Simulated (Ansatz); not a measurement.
**RbBr (P6_3/mmc, relaxed from the wurtzite prototype): independent-particle optics**

Aim: the dielectric function of RbBr (P6_3/mmc, relaxed from the wurtzite prototype) in the independent-particle picture, and how it depends on the functional and on the gap. The runs, in order: HSE06 for the gap; optics with PBE on 6×6×4; optics with r2SCAN on 6×6×4; optics with PBE and scissors to the HSE06 gap on 6×6×4; optics with PBE with spin-orbit coupling on 6×6×2.

Method: plane waves, PAW; no local fields, no excitons, in Ansatz 0.2.0.

1 further run of the same task is left out (it didn't finish). Runs told in other sessions of the task aren't counted.

**1. The starting structure**

Symmetry: P6_3/mmc, No. 194, hexagonal system. Conventional cell: a = 5.890 Å, b = 5.890 Å, c = 6.870 Å, α = 90.00°, β = 90.00°, γ = 120.00°. Rb (site symmetry -6m2) is surrounded by 5 Br at 3.40 to 3.44 Å. Br (site symmetry -6m2) is surrounded by 5 Rb at 3.40 to 3.44 Å.

Structure file:

```cif
data_structure
_symmetry_space_group_name_H-M 'P 1'
_symmetry_Int_Tables_number 1
_cell_length_a 5.8901
_cell_length_b 5.8901
_cell_length_c 6.8703
_cell_angle_alpha 90.000
_cell_angle_beta 90.000
_cell_angle_gamma 120.000
_cell_volume 206.42
loop_
_atom_site_label
_atom_site_type_symbol
_atom_site_fract_x
_atom_site_fract_y
_atom_site_fract_z
_atom_site_occupancy
Rb1 Rb 0.33333 0.66667 0.93750 1
Rb2 Rb 0.66667 0.33333 0.43750 1
Br1 Br 0.33333 0.66667 0.43750 1
Br2 Br 0.66667 0.33333 0.93750 1
```

The cell was relaxed beforehand with r2SCAN; those runs aren't shown.

**2. A hybrid for the gap**

The input, input.yaml:

```yaml
crystal:
  lattice:
    - [5.8901392171, 0.0, 0.0]
    - [-2.9450696086, 5.1010101938, 0.0]
    - [0.0, 0.0, 6.8703327493]
  atoms:
    - { symbol: Rb, position: [0.3333333333, 0.6666666667, -0.0625] }
    - { symbol: Rb, position: [0.6666666667, 0.3333333333, 0.4375] }
    - { symbol: Br, position: [0.3333333333, 0.6666666667, 0.4375] }
    - { symbol: Br, position: [0.6666666667, 0.3333333333, 0.9375] }
kpoints:
  mp_grid: { grid: [6, 6, 2] }
  band_path:
    path:
      - [0.0, 0.0, 0.0]
      - [0.5, 0.0, 0.0]
      - [0.3333333333, 0.3333333333, 0.0]
      - [0.0, 0.0, 0.5]
      - [0.5, 0.0, 0.5]
      - [0.3333333333, 0.3333333333, 0.5]
    npoints: 1
hamiltonian:
  xc: hse06
scf:
  occupations: { method: fixed }
  n_extra_bands: 5
output:
  forces: true
  stress: true
  eigenvalues: true
  write_density: true
  write_potential: true
  elf: true
  volumetric_format: npy
```

Launch:

```console
> ansatz run input.yaml --threads 4 --pin off --max-ram 3686MiB --backend cpu --events-out ev --progress --plain --runs-dir out
```

Further steps of the session: Optics, PBE; Optics, r2SCAN; Optics, PBE with a scissors shift; Optics, PBE with spin-orbit coupling.

**Question.** What will the summary of the whole plan be? Wanted: ε∞, PBE; ε∞, r2SCAN; ε∞, PBE with spin-orbit coupling; tallest peak of ε₂, PBE; tallest peak of ε₂, r2SCAN; tallest peak of ε₂, PBE with spin-orbit coupling; HSE06 direct gap.

The runs gave:

| quantity | value |
| --- | --- |
| ε∞, PBE | 2.41 (xx, yy), 2.45 (zz) |
| ε∞, r2SCAN | 2.26 (xx, yy), 2.29 (zz) |
| ε∞, PBE + 1.10 eV scissors | 2.26 (xx, yy), 2.29 (zz) |
| ε∞, PBE with spin-orbit coupling | 2.16 (xx, yy), 2.22 (zz) |
| tallest peak of ε₂, PBE | 3.5 at 8.40 eV |
| tallest peak of ε₂, r2SCAN | 3.2 at 9.10 eV |
| tallest peak of ε₂, PBE + 1.10 eV scissors | 3.5 at 9.50 eV |
| tallest peak of ε₂, PBE with spin-orbit coupling | 3.3 at 8.30 eV (complete to 10.7 eV) |
| HSE06 direct gap | 5.17 eV |

In words: PBE + 1.10 eV scissors has the widest direct gap (5.17 eV) and PBE with spin-orbit coupling the narrowest (3.97 eV); ε∞ is 2.27 and 2.18 (mean of the axes); the spin-orbit run sums fewer bands, so its ε∞ isn't like for like. Spin-orbit coupling moves the direct gap by -0.09 eV; ε∞ doesn't compare between these two runs, as the bands summed differ. The meshes differ between the runs, and peak heights and places move with the mesh, so part of any difference isn't the level's. The response is anisotropic: with PBE ε∞ is 2.41 (xx, yy), 2.45 (zz). Local fields and excitons are left out: both change ε∞, and without excitons the onset lacks its lines.
